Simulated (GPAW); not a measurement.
Runs of GPAW 26.7.0 on CdSe. Symmetry: F-43m, No. 216, cubic system. The conventional cell has a = 6.058 Å, b = 6.058 Å, c = 6.058 Å, α = 90.00°, β = 90.00°, γ = 90.00°. Cd (site symmetry -43m) has 4 Se at 2.62 Å as nearest neighbours. Around Se (site symmetry -43m) lie 4 Cd at 2.62 Å. Measurements of this composition are mostly on another form, of space group No. 186.

```csv
task,level,potentials or basis,spin,cell,cutoff (eV),smearing,response ecut,maxiter,response k mesh,response bands,kernels,gap on the mesh (eV),pressure (GPa)
dielectric tensor,PBE,"GPAW PAW data sets (gpaw-data 1.2.1), pw",off,"F-43m, 27.78 Å³/atom",450,fermi-dirac 0.001 eV,80 eV,150,19 × 19 × 19,29,["RPA"],0.63,-
dielectric tensor,PBE,"GPAW PAW data sets (gpaw-data 1.2.1), pw",off,"F-43m, 28.94 Å³/atom",450,fermi-dirac 0.001 eV,80 eV,150,19 × 19 × 19,29,["RPA"],0.54,-
band structure,PBEint,"PAW data sets generated in the run's folder for this functional, pw","SOC, no magnetisation","F-43m, 28.94 Å³/atom",600,fermi-dirac 0.05 eV,-,150,-,-,-,0.39,(b)
dielectric tensor,PBE,"GPAW PAW data sets (gpaw-data 1.2.1), pw",off,"F-43m, 28.36 Å³/atom",450,fermi-dirac 0.001 eV,80 eV,150,19 × 19 × 19,29,["RPA"],(a),-
single point,PBE,"GPAW PAW data sets (gpaw-data 1.2.1), pw",off,"F-43m, 28.94 Å³/atom",500,fermi-dirac 0.05 eV,-,120,-,-,-,0.54,0.8
dielectric tensor,PBE,"GPAW PAW data sets (gpaw-data 1.2.1), pw",off,"F-43m, 29.52 Å³/atom",450,fermi-dirac 0.001 eV,80 eV,150,19 × 19 × 19,29,["RPA"],0.50,-
single point,PBE,"GPAW PAW data sets (gpaw-data 1.2.1), pw",off,"F-43m, 28.94 Å³/atom",450,fermi-dirac 0.05 eV,-,120,-,-,-,0.54,0.3
```

Alike in all rows: k mesh 6 × 6 × 6.

Fill in the values left out.

(a) 0.58; (b) -0.7.

Caveats: the gap is small at this level, which inflates the dielectric constant (some runs); the long-wavelength limit can be off by several per cent where d states take part (some runs); an odd mesh through Γ misses points on the zone boundary, where band edges often lie (some runs); the cutoff is short for stress and forces, so pressures can be off by a GPa or more (some runs); spin-orbit coupling was added after a scalar SCF, so levels and gaps hold it while energy, forces, pressure and moments don't (some runs); this program's spin-orbit splittings come out too wide for heavy elements (some runs).

A k mesh can miss the band edges, and rows without SOC leave out spin-orbit coupling on Cd, Se.
